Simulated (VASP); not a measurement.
# Cs2AgBiBr6 (Fm-3m) in VASP: single point with r2SCAN

Aim: the single point of Cs2AgBiBr6 with r2SCAN.

Everything below comes from runs of VASP 6.6.1. Logs are shortened: lines on timing, memory, paths and dates and some standing lists are left out, and cuts for length are marked.

## 1. The cell of the first run

Symmetry: Fm-3m, No. 225, cubic system. The conventional cell has a = 11.346 Å, b = 11.346 Å, c = 11.346 Å, α = 90.00°, β = 90.00°, γ = 90.00°. Cs (site symmetry -43m) is surrounded by 12 Br at 4.01 Å. Ag (site symmetry m-3m) is surrounded by 6 Br at 2.82 Å. Bi (site symmetry m-3m) has 6 Br at 2.86 Å as nearest neighbours. Br (site symmetry 4mm) is surrounded by 1 Ag at 2.82 Å and 1 Bi at 2.86 Å.

## 2. Single point, r2SCAN (relaxed again under DFT r2SCAN, scalar-relativistic, plane waves, PAW)

POSCAR

```
Cs2AgBiBr6
1.0
    0.0000000000      5.6728027495      5.6728027495
    5.6728027495      0.0000000000      5.6728027495
    5.6728027495      5.6728027495      0.0000000000
Cs Ag Bi Br
2 1 1 6
Direct
    0.2500000000      0.2500000000      0.2500000000
    0.7500000000      0.7500000000      0.7500000000
    0.5000000000      0.5000000000      0.5000000000
    0.0000000000      0.0000000000      0.0000000000
    0.2518243533      0.7481756467      0.2518243533
    0.2518243533      0.7481756467      0.7481756467
    0.7481756467      0.2518243533      0.7481756467
    0.7481756467      0.2518243533      0.2518243533
    0.2518243533      0.2518243533      0.7481756467
    0.7481756467      0.7481756467      0.2518243533
```

INCAR.step1

```
SYSTEM = Cs2AgBiBr6
ALGO = Normal
EDIFF = 1E-4
ENCUT = 520
GGA = PE
ISMEAR = 0
LASPH = .TRUE.
LCHARG = .FALSE.
LREAL = .FALSE.
LWAVE = .TRUE.
NBANDS = 54
NELM = 100
PREC = Accurate
SIGMA = 0.02
```

INCAR.step2

```
SYSTEM = Cs2AgBiBr6
ALGO = Normal
EDIFF = 1E-7
ENCUT = 520
ISIF = 2
ISMEAR = 0
ISTART = 1
LASPH = .TRUE.
LCHARG = .FALSE.
LMIXTAU = .TRUE.
LREAL = .FALSE.
LWAVE = .FALSE.
METAGGA = R2SCAN
NBANDS = 54
NELM = 100
PREC = Accurate
SIGMA = 0.02
```

KPOINTS

```
k-points
0
G
  4 4 4
  0 0 0
```

Potentials or basis: VASP PAW PBE potentials, release 64 (Cs_sv, Ag, Bi_d, Br).

Run with:

```bash
$ cat potpaw_PBE.64/Cs_sv/POTCAR potpaw_PBE.64/Ag/POTCAR potpaw_PBE.64/Bi_d/POTCAR potpaw_PBE.64/Br/POTCAR > POTCAR
$ cp INCAR.step1 INCAR
$ mpirun -np 1 vasp_std > vasp.out
$ cp INCAR.step2 INCAR
$ mpirun -np 1 vasp_std > vasp.out
```

OUTCAR:

```text
SYSTEM = Cs2AgBiBr6
   EDIFF = 1E-7
   ENCUT = 520
   ISIF = 2
   ISMEAR = 0
   ISTART = 1
   LASPH = .TRUE.
   LREAL = .FALSE.
   METAGGA = R2SCAN
   NELM = 100
   PREC = Accurate

 ion  position               nearest neighbor table
   1  0.250  0.250  0.250-
   2  0.750  0.750  0.750-
   3  0.500  0.500  0.500-   5 2.82   6 2.82   7 2.82   8 2.82   9 2.82  10 2.82
   4  0.000  0.000  0.000-   5 2.86   6 2.86   7 2.86   8 2.86   9 2.86  10 2.86
   5  0.252  0.748  0.252-   3 2.82   4 2.86
   6  0.252  0.748  0.748-   3 2.82   4 2.86
   7  0.748  0.252  0.748-   3 2.82   4 2.86
   8  0.748  0.252  0.252-   3 2.82   4 2.86
   9  0.252  0.252  0.748-   3 2.82   4 2.86
  10  0.748  0.748  0.252-   3 2.82   4 2.86

  LATTYP: Found a face centered cubic cell.
 ALAT       =    11.3456054990

  Lattice vectors:

 A1 = (   0.0000000000,   5.6728027495,   5.6728027495)
 A2 = (   5.6728027495,   0.0000000000,   5.6728027495)
 A3 = (   5.6728027495,   5.6728027495,   0.0000000000)

Analysis of symmetry for initial positions (statically):
=====================================================================
 Subroutine PRICEL returns:
 Original cell was already a primitive cell.

 Routine SETGRP: Setting up the symmetry group for a
 face centered cubic supercell.

 Subroutine GETGRP returns: Found 48 space group operations
 (whereof 48 operations were pure point group operations)
 out of a pool of 48 trial point group operations.

The static configuration has the point symmetry O_h .

Analysis of symmetry for dynamics (positions and initial velocities):
=====================================================================
 Subroutine PRICEL returns:
 Original cell was already a primitive cell.

 Routine SETGRP: Setting up the symmetry group for a
 face centered cubic supercell.

 Subroutine GETGRP returns: Found 48 space group operations
 (whereof 48 operations were pure point group operations)
 out of a pool of 48 trial point group operations.

The dynamic configuration has the point symmetry O_h .

 Subroutine INISYM returns: Found 48 space group operations
 (whereof 48 operations are pure point group operations),
 and found     1 'primitive' translations

----------------------------------------------------------------------------------------

                                     Primitive cell

  volume of cell :     365.1094

  direct lattice vectors                    reciprocal lattice vectors
     0.000000000  5.672802749  5.672802749    -0.088139853  0.088139853  0.088139853
     5.672802749  0.000000000  5.672802749     0.088139853 -0.088139853  0.088139853
     5.672802749  5.672802749  0.000000000     0.088139853  0.088139853 -0.088139853

  length of vectors
     8.022554585  8.022554585  8.022554585     0.152662703  0.152662703  0.152662703

  position of ions in fractional coordinates (direct lattice)
     0.250000000  0.250000000  0.250000000
     0.750000000  0.750000000  0.750000000
     0.500000000  0.500000000  0.500000000
     0.000000000  0.000000000  0.000000000
     0.251824353  0.748175647  0.251824353
     0.251824353  0.748175647  0.748175647
     0.748175647  0.251824353  0.748175647
     0.748175647  0.251824353  0.251824353
     0.251824353  0.251824353  0.748175647
     0.748175647  0.748175647  0.251824353

  ion indices of the primitive-cell ions
   primitive index   ion index
                 1           1
                 2           2
                 3           3
                 4           4
                 5           5
                 6           6
                 7           7
                 8           8
                 9           9
                10          10

----------------------------------------------------------------------------------------

 KPOINTS: k-points

Automatic generation of k-mesh.
 Grid dimensions read from file:
 generate k-points for:    4    4    4

 Generating k-lattice:

  Cartesian coordinates                     Fractional coordinates (reciprocal lattice)
    -0.022034963  0.022034963  0.022034963     0.250000000  0.000000000  0.000000000
     0.022034963 -0.022034963  0.022034963     0.000000000  0.250000000  0.000000000
     0.022034963  0.022034963 -0.022034963     0.000000000  0.000000000  0.250000000

  Length of vectors
     0.038165676  0.038165676  0.038165676

  Shift w.r.t. Gamma in fractional coordinates (k-lattice)
     0.000000000  0.000000000  0.000000000

 Subroutine IBZKPT returns following result:
 ===========================================

 Found      8 irreducible k-points:

 Following reciprocal coordinates:
            Coordinates               Weight
  0.000000  0.000000  0.000000      1.000000
  0.250000  0.000000  0.000000      8.000000
  0.500000  0.000000  0.000000      4.000000
  0.250000  0.250000  0.000000      6.000000
  0.500000  0.250000  0.000000     24.000000
 -0.250000  0.250000  0.000000     12.000000
  0.500000  0.500000  0.000000      3.000000
 -0.250000  0.500000  0.250000      6.000000
   k-points           NKPTS =      8   k-points in BZ     NKDIM =      8   number of bands    NBANDS=     54
   number of dos      NEDOS =    301   number of ions     NIONS =     10
   total plane-waves  NPLWV = 216000
   dimension x,y,z NGX =    60 NGY =   60 NGZ =   60
   dimension x,y,z NGXF=   120 NGYF=  120 NGZF=  120
   ions per type =               2   1   1   6
   NGX,Y,Z   is equivalent  to a cutoff of  12.43, 12.43, 12.43 a.u.
   NGXF,Y,Z  is equivalent  to a cutoff of  24.87, 24.87, 24.87 a.u.
 SYSTEM =  Cs2AgBiBr6
   PREC   = accura    normal or accurate (medium, high low for compatibility)
   ISTART =      1    job   : 0-new  1-cont  2-samecut
   ICHARG =      0    charge: 1-file 2-atom 10-const
   ISPIN  =      1    spin polarized calculation?
   LNONCOLLINEAR =      F non collinear calculations
   LSORBIT =      F    spin-orbit coupling
   LASPH  =      T    aspherical Exc in radial PAW
   ENCUT  =  520.0 eV  38.22 Ry    6.18 a.u.  14.92 14.92 14.92*2*pi/ulx,y,z
   NELM   =    100;   NELMIN=  2; NELMDL=  0     # of ELM steps
   EDIFF  = 0.1E-06   stopping-criterion for ELM
   LREAL  =      F    real-space projection
   EDIFFG = 0.1E-05   stopping-criterion for IOM
   NSW    =      0    number of steps for IOM
   IBRION =     -1    ionic relax: 0-MD 1-quasi-New 2-CG
   NFREE  =      0    steps in history (QN), initial steepest desc. (CG)
   ISIF   =      2    stress and relaxation
   ISYM   =      2    0-nonsym 1-usesym 2-fastsym
   POTIM  = 0.5000    time-step for ionic-motion
   TEBEG  =    0.0;   TEEND  =   0.0 temperature during run
   PSTRESS=    0.0 pullay stress
   NELECT =      86.0000    total number of electrons
   NUPDOWN=      -1.0000    fix difference up-down
   EMIN   =  10.00;   EMAX   =-10.00  energy-range for DOS
   EFERMI =   0.00;   METHOD = LEGACY
   ISMEAR =     0;   SIGMA  =   0.02  broadening in eV -4-tet -1-fermi 0-gaus
   EFERMI_NEDOS =   21; number of points for ismear=-14 and -15
   IALGO  =     38    algorithm
   IMIX   =      4    mixing-type and parameters
     AMIX     =   0.40;   BMIX     =  1.00
     AMIX_MAG =   1.60;   BMIX_MAG =  1.00
  volume/ion in A,a.u.               =      36.51       246.39
  Fermi-wavevector in a.u.,A,eV,Ry     =   1.011036  1.910581 13.907792  1.022194
  Thomas-Fermi vector in A             =   2.144061
   LORBIT       =      0    0 simple, 1 ext, 2 COOP (PROOUT), +10 PAW based schemes
   METAGGA = R2SCAN    functional components
   LHFCALC =     F    Hartree Fock is set to
   AEXX    =    0.0000 exact exchange contribution
   IVDW    =     0    specifies the selected vdW correction
   LEPSILON=     F    determine dielectric tensor
   LRPA    =     F    only Hartree local field effects (RPA)
 non-spin polarized calculation
 Gauss-broadening in eV      SIGMA  =   0.02
  energy-cutoff  :      520.00
  volume of cell :      365.11
 maximum number of plane-waves:      9864
   NGX = 29   NGY = 29   NGZ = 29

 number of electron      85.9999998 magnetization

 Free energy of the ion-electron system (eV)
  ---------------------------------------------------
  ext. energy  EPLUGINS =         0.00000000
  ---------------------------------------------------
  free energy    TOTEN  =      -222.52618856 eV

  energy without entropy =     -222.52618856  energy(sigma->0) =     -222.52618856

 E-fermi :   1.0414     XC(G=0):  -8.4577

 val. band max:        0.8624110488   @ k =   0.5000   0.5000   0.0000
 cond. band min:       2.5190967083   @ k =   0.5000   0.0000   0.0000
 fundamental gap:      1.6566856596
 Fermi energy:         1.0414439134

 k-point     1 :       0.0000    0.0000    0.0000
  band No.  band energies     occupation
      1     -22.9683      2.00000
      2     -22.9683      2.00000
      3     -22.9300      2.00000
      4     -22.9300      2.00000
      5     -22.9300      2.00000
      6     -20.4719      2.00000
[... 46 lines left out ...]
     53       6.8398      0.00000
     54       6.8398      0.00000

 k-point     2 :       0.2500    0.0000    0.0000
  band No.  band energies     occupation
      1     -22.9683      2.00000
      2     -22.9683      2.00000
      3     -22.9300      2.00000
      4     -22.9300      2.00000
      5     -22.9300      2.00000
      6     -20.4708      2.00000
[... 46 lines left out ...]
     53       7.1204      0.00000
     54       7.1736      0.00000

 k-point     3 :       0.5000    0.0000    0.0000
  band No.  band energies     occupation
      1     -22.9683      2.00000
      2     -22.9683      2.00000
      3     -22.9300      2.00000
      4     -22.9300      2.00000
      5     -22.9300      2.00000
      6     -20.4686      2.00000
[... 46 lines left out ...]
     53       7.5140      0.00000
     54       7.7728      0.00000

 k-point     4 :       0.2500    0.2500    0.0000
  band No.  band energies     occupation
      1     -22.9683      2.00000
      2     -22.9683      2.00000
      3     -22.9300      2.00000
      4     -22.9300      2.00000
      5     -22.9300      2.00000
      6     -20.4707      2.00000
[... 46 lines left out ...]
     53       7.2896      0.00000
     54       7.2898      0.00000

 k-point     5 :       0.5000    0.2500    0.0000
  band No.  band energies     occupation
      1     -22.9683      2.00000
      2     -22.9683      2.00000
      3     -22.9300      2.00000
      4     -22.9300      2.00000
      5     -22.9300      2.00000
      6     -20.4693      2.00000
[... 46 lines left out ...]
     53       7.5384      0.00000
     54       7.5699      0.00000

 k-point     6 :      -0.2500    0.2500    0.0000
  band No.  band energies     occupation
      1     -22.9683      2.00000
      2     -22.9683      2.00000
      3     -22.9300      2.00000
      4     -22.9300      2.00000
      5     -22.9300      2.00000
      6     -20.4696      2.00000
[... 46 lines left out ...]
     53       7.5140      0.00000
     54       7.5668      0.00000

 k-point     7 :       0.5000    0.5000    0.0000
  band No.  band energies     occupation
      1     -22.9683      2.00000
      2     -22.9683      2.00000
      3     -22.9300      2.00000
      4     -22.9300      2.00000
      5     -22.9300      2.00000
      6     -20.4695      2.00000
[... 46 lines left out ...]
     53       7.7112      0.00000
     54       8.1408      0.00000

 k-point     8 :      -0.2500    0.5000    0.2500
  band No.  band energies     occupation
      1     -22.9683      2.00000
      2     -22.9683      2.00000
      3     -22.9300      2.00000
      4     -22.9300      2.00000
      5     -22.9300      2.00000
      6     -20.4685      2.00000
[... 46 lines left out ...]
     53       7.4691      0.00000
     54       7.7946      0.00000

------------------------ aborting loop because EDIFF is reached ----------------------------------------

  FORCE on cell =-STRESS in cart. coord.  units (eV):
  Direction    XX          YY          ZZ          XY          YZ          ZX
  --------------------------------------------------------------------------------------
  -------------------------------------------------------------------------------------
  Total       -0.0181890     -0.0181890     -0.0181890     -0.0000000      0.0000000     -0.0000000
  in kB       -0.0798172     -0.0798172     -0.0798172     -0.0000000      0.0000000     -0.0000000
  external PRESSURE =      -0.0798172 kB  Pullay stress =       0.0000000 kB

 VOLUME and BASIS-vectors are now :
 -----------------------------------------------------------------------------
  energy-cutoff  :      520.00
  volume of cell :      365.11
      direct lattice vectors                 reciprocal lattice vectors
     0.000000000  5.672802749  5.672802749    -0.088139853  0.088139853  0.088139853
     5.672802749  0.000000000  5.672802749     0.088139853 -0.088139853  0.088139853
     5.672802749  5.672802749  0.000000000     0.088139853  0.088139853 -0.088139853

 POSITION                                       TOTAL-FORCE (eV/Angst)
 -----------------------------------------------------------------------------------
      2.83640      2.83640      2.83640        -0.000000      0.000000     -0.000000
      8.50920      8.50920      8.50920         0.000000      0.000000      0.000000
      5.67280      5.67280      5.67280         0.000000      0.000000      0.000000
      0.00000      0.00000      0.00000         0.000000      0.000000      0.000000
      5.67280      2.85710      5.67280         0.000000      0.008150      0.000000
      8.48851      5.67280      5.67280        -0.008150      0.000000      0.000000
      5.67280      8.48851      5.67280         0.000000     -0.008150      0.000000
      2.85710      5.67280      5.67280         0.008150      0.000000      0.000000
      5.67280      5.67280      2.85710         0.000000      0.000000      0.008150
      5.67280      5.67280      8.48851         0.000000      0.000000     -0.008150
 -----------------------------------------------------------------------------------
    total drift:                                0.000000      0.000000      0.000000

  FREE ENERGIE OF THE ION-ELECTRON SYSTEM (eV)
  ---------------------------------------------------
  free  energy   TOTEN  =      -222.5261885571 eV

  energy  without entropy=     -222.5261885571  energy(sigma->0) =     -222.52618856
```

Run time: 10 min. Hardware: 1 thread of AMD EPYC 9R45 (Zen 5), shared host; peak memory 0.62 GiB.

What came out:

| Item | Value |
| --- | --- |
| Free energy | -222.5262 eV |
| Pressure | 0.0 GPa |
| Largest force | 0.008 eV/Å |
| Band gap on the k mesh | 1.66 eV, indirect (least direct gap 2.79 eV) |

Forces in eV/Å, atoms in the order of the input:
```
Cs   0.000  0.000  0.000
Cs   0.000  0.000  0.000
Ag   0.000  0.000  0.000
Bi   0.000  0.000  0.000
Br   0.000  0.008  0.000
Br  -0.008  0.000  0.000
Br   0.000 -0.008  0.000
Br   0.008  0.000  0.000
Br   0.000  0.000  0.008
Br   0.000  0.000 -0.008
```

Caveat: the PAW data sets were made with another functional, which shifts forces and pressure a little; spin-orbit coupling is left out, which as a rule narrows the gap of such compounds by several tenths of an eV. A k mesh can miss the band edges.
